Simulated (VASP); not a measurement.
Crystal: CdS.

```
Cd S
1.0
     0.00000    2.94295    2.94295
     2.94295    0.00000    2.94295
     2.94295    2.94295    0.00000
Cd S
1 1
Direct
  0.00000 0.00000 0.00000
  0.75000 0.75000 0.75000
```

The cell is a database's computed one.

| Item | Value |
| --- | --- |
| Program | VASP 6.6.1 |
| Task | relaxation of cell and atoms |
| Functional | PBEsol |
| Potentials or basis | VASP PAW PBE potentials, release 64 (Cd, S) |
| Cutoff | 600 eV |
| k mesh | 8 × 8 × 8 |
| Occupations | gaussian, width 0.02 eV |
| Spin | no spin polarisation |

At the start: pressure -1.5 GPa; volume 25.49 Å³/atom.

Q: How do energy, volume and symmetry change on relaxing?

A: Over 3 steps the energy falls by 3.1 meV/atom and the volume is 24.84 Å³/atom (-2.5 %); space group F-43m (No. 216, to 0.05 Å).

Step by step:
```csv
step,energy change (eV),largest force (eV/Å),pressure (GPa),volume (Å³)
1,0.0000,0.0000,-1.49,50.98
2,-0.0054,0.0000,0.55,49.25
3,-0.0062,0.0000,-0.02,49.68
```

Final structure:
```xyz
2
Lattice="0.0000 2.9178 2.9178 2.9178 0.0000 2.9178 2.9178 2.9178 0.0000" Properties=species:S:1:pos:R:3 pbc="T T T"
Cd    0.0000    0.0000    0.0000
S     4.3768    4.3768    4.3768
```

Caveat: the PAW data sets were made with another functional, which shifts forces and pressure a little.
